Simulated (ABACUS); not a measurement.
The system is Sc.

```
Sc
1.0
     3.30900    0.00000    0.00000
    -1.65450    2.86568    0.00000
     0.00000    0.00000    5.27330
Sc
2
Direct
  0.66667 0.33333 0.75000
  0.33333 0.66667 0.25000
```

| Quantity | Value |
| --- | --- |
| Program | ABACUS 3.10.1 |
| Task | relaxation of cell and atoms |
| Functional | LDA |
| Potentials or basis | PseudoDojo NC SR 0.4.1 LDA stringent |
| Cutoff | 1075 eV |
| Density cutoff | 4299 eV |
| Basis | plane waves |
| k mesh | 7 × 7 × 4 |
| Occupations | fermi-dirac, width 0.05 eV |
| Spin | no spin polarisation |

At the start: pressure -5.4 GPa; volume 25.00 Å³/atom.

Q: Where does the relaxation end?

A: Over 6 steps the energy falls by 48.7 meV/atom and the volume is 22.54 Å³/atom (-9.8 %); space group P6_3/mmc (No. 194, to 0.05 Å).

Step by step:
| step | energy change (eV) | largest force (eV/Å) | pressure (GPa) | volume (Å³) |
| --- | --- | --- | --- | --- |
| 1 | 0.0000 | 0.0000 | -5.44 | 50.00 |
| 2 | -0.0893 | 0.0000 | 1.80 | 43.90 |
| 3 | -0.0950 | 0.0000 | 0.16 | 45.00 |
| 4 | -0.0971 | 0.0000 | 0.05 | 45.06 |
| 5 | -0.0975 | 0.0000 | 0.00 | 45.09 |
| 6 | -0.0975 | 0.0000 | 0.00 | 45.09 |

Final structure:
```yaml
crystal:
  lattice:
    - [3.23125, 0.00000, 0.00000]
    - [-1.61562, 2.79834, 0.00000]
    - [0.00000, 0.00000, 4.98615]
  atoms:
    - { symbol: Sc, position: [0.66667, 0.33333, 0.75000] }
    - { symbol: Sc, position: [0.33333, 0.66667, 0.25000] }
```
